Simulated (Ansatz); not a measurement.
# SnS: further runs on the relaxed cell

Aim: for SnS, relax it again with other functionals.

Computed with Ansatz 0.2.0 (DFT PBE, scalar-relativistic, plane waves, PAW, unless a step's input says otherwise).

1 further run of the same task is left out (set aside as unsound or not needed).

## 1. The system as given

It takes space group Pnma (No. 62, orthorhombic). Conventional cell: a = 11.446 Å, b = 4.023 Å, c = 4.454 Å, α = 90.00°, β = 90.00°, γ = 90.00°. Sn (site symmetry m) is surrounded by 3 S at 2.66 to 2.69 Å. Around S (site symmetry m) lie 3 Sn at 2.66 to 2.69 Å.

As a file:

```
CELL_PARAMETERS angstrom
11.44550 0.00000 0.00000
0.00000 4.02328 0.00000
0.00000 0.00000 4.45420
ATOMIC_POSITIONS crystal
Sn 0.12154 0.25000 0.13001
Sn 0.37846 0.75000 0.63001
Sn 0.62154 0.25000 0.36999
Sn 0.87846 0.75000 0.86999
S 0.84990 0.25000 0.47744
S 0.65010 0.75000 0.97744
S 0.34990 0.25000 0.02256
S 0.15010 0.75000 0.52256
```

This cell was relaxed beforehand with the same method: volume 25.64 Å³/atom, gap on the mesh 1.05 eV.

## 2. The cell under PBEsol

input.yaml

```yaml
crystal:
  lattice:
    - [11.4455026898, 0.0, 0.0]
    - [0.0, 4.0232844605, 0.0]
    - [0.0, 0.0, 4.4542025305]
  atoms:
    - { symbol: Sn, position: [0.1215422486, 0.25, 0.1300059288] }
    - { symbol: Sn, position: [0.3784577514, 0.75, 0.6300059288] }
    - { symbol: Sn, position: [0.6215422486, 0.25, 0.3699940712] }
    - { symbol: Sn, position: [0.8784577514, 0.75, 0.8699940712] }
    - { symbol: S, position: [0.8498958702, 0.25, 0.4774433434] }
    - { symbol: S, position: [0.6501041298, 0.75, 0.9774433434] }
    - { symbol: S, position: [0.3498958702, 0.25, 0.0225566566] }
    - { symbol: S, position: [0.1501041298, 0.75, 0.5225566566] }
basis:
  ecutwfc: 420
kpoints:
  mp_grid: { grid: [4, 8, 6] }
hamiltonian:
  xc: pbesol
scf:
  occupations: { method: gaussian, width: 0.02 }
output:
  forces: true
  stress: true
  eigenvalues: true
  write_density: true
  write_potential: true
  elf: true
  volumetric_format: npy
relax:
  adjacent_minimum: "off"
  f_tol: 0.005
  max_steps: 50
  cell: { stress_tol: 0.05 }
```

Run with:

```sh
> ansatz run input.yaml --threads 4 --pin off --max-ram 10240MiB --backend cpu --events-out ev --progress --plain --runs-dir out
```

## 3. The cell under PBE+D3(BJ)

Changes to input.yaml since step 2:

```diff
@@ -19,3 +19,4 @@
 hamiltonian:
-  xc: pbesol
+  xc: pbe
+  dispersion: d3bj
 scf:
```

## 4. Relaxing with LDA

Changes to input.yaml since step 3:

```diff
@@ -19,4 +19,3 @@
 hamiltonian:
-  xc: pbe
-  dispersion: d3bj
+  xc: lda
 scf:
@@ -27,6 +26,2 @@
   eigenvalues: true
-  write_density: true
-  write_potential: true
-  elf: true
-  volumetric_format: npy
 relax:
```

(Steps that only read results are left out.)

What does the calculation give?

**Answer**, as computed:

The volumes rise in the order LDA, PBEsol, PBE+D3(BJ), PBE, over 13.0 %. PBE+D3(BJ) comes nearest to the reported cell (-1.8 %), which holds thermal expansion that these runs lack.
